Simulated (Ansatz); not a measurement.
Write the native input for Ansatz 0.2.0 that does the following.

```
Task                : relaxation of cell and atoms
Functional          : RPBE
Potentials or basis : Ansatz PAW
Cutoff              : 420 eV (not typed: the program's choice for these potentials)
k mesh              : 6 × 6 × 6
Occupations         : fermi-dirac, width 0.05 eV
Spin                : no spin polarisation
```

TiO2:

```
CELL_PARAMETERS angstrom
4.81270 0.00000 0.00000
0.00000 4.87188 0.00000
-0.86289 0.00000 4.96659
ATOMIC_POSITIONS crystal
Ti 0.27744 0.05281 0.21315
Ti 0.72256 0.55281 0.28685
Ti 0.72256 0.94719 0.78685
Ti 0.27744 0.44719 0.71315
O 0.06384 0.17697 0.85156
O 0.93616 0.67697 0.64844
O 0.93616 0.82303 0.14844
O 0.06384 0.32303 0.35156
O 0.44536 0.75763 0.46677
O 0.55464 0.25763 0.03323
O 0.55464 0.24237 0.53323
O 0.44536 0.74237 0.96677
```

The cell comes from a database or a generator and needn't be the stable form of this composition.

These files were run (other wordings do the same):

input.yaml

```yaml
crystal:
  lattice:
    - [4.8126997814, 0.0, 0.0]
    - [0.0, 4.87188446, 0.0]
    - [-0.8628854487, 0.0, 4.9665942755]
  atoms:
    - { symbol: Ti, position: [0.27743526, 0.05280836, 0.21314827] }
    - { symbol: Ti, position: [0.72256474, 0.55280836, 0.28685173] }
    - { symbol: Ti, position: [0.72256474, 0.94719164, 0.78685173] }
    - { symbol: Ti, position: [0.27743526, 0.44719164, 0.71314827] }
    - { symbol: O, position: [0.06383822, 0.17696552, 0.85155674] }
    - { symbol: O, position: [0.93616178, 0.67696552, 0.64844326] }
    - { symbol: O, position: [0.93616178, 0.82303448, 0.14844326] }
    - { symbol: O, position: [0.06383822, 0.32303448, 0.35155674] }
    - { symbol: O, position: [0.44536099, 0.75763174, 0.46677186] }
    - { symbol: O, position: [0.55463901, 0.25763174, 0.03322814] }
    - { symbol: O, position: [0.55463901, 0.24236826, 0.53322814] }
    - { symbol: O, position: [0.44536099, 0.74236826, 0.96677186] }
hamiltonian:
  xc: rpbe
  pseudopotentials: { kind: paw }
kpoints:
  mp_grid: { grid: [6, 6, 6] }
scf:
  occupations: { method: fermi_dirac, width: 0.05 }
output:
  forces: true
  stress: true
  eigenvalues: true
relax:
  f_tol: 0.01
  max_steps: 40
  cell: { stress_tol: 0.05 }
```

Potentials or basis: Ansatz PAW.

Launch:

```sh
$ ansatz run input.yaml --threads 4 --pin off --max-ram 11264MiB --backend cpu --events-out ev --progress --plain --runs-dir out
```

It gave:

```json
{
 "Relaxed volume": "11.94 Å³/atom",
 "Relaxed cell": "a = 5.407 Å, b = 5.407 Å, c = 5.598 Å, α = 90.00°, β = 118.85°, γ = 90.00°",
 "Space group after relaxing (to 0.05 Å)": "I4_1/amd (No. 141)",
 "Energy gained by relaxing": "109.3 meV/atom",
 "Ionic steps": "24",
 "Pressure after relaxing": "0.0 GPa",
 "Band gap on the k mesh": "2.14 eV, indirect (least direct gap 2.20 eV)"
}
```

Caveat: the volume moved by over 15 % at a fixed basis, so the end points are rough; the plane-wave basis is chosen anew once the cell has moved, so the energies of steps on either side of that aren't comparable; the pressure holds a Pulay correction of +0.6 GPa for the finite cutoff; the PAW data sets come from PBE, with cores solved anew for the run's functional, which leaves a small shift of forces and pressure.

Wall time 5.4 min on 4 threads of Arm Neoverse V1 (shared host), peak memory 0.86 GiB.
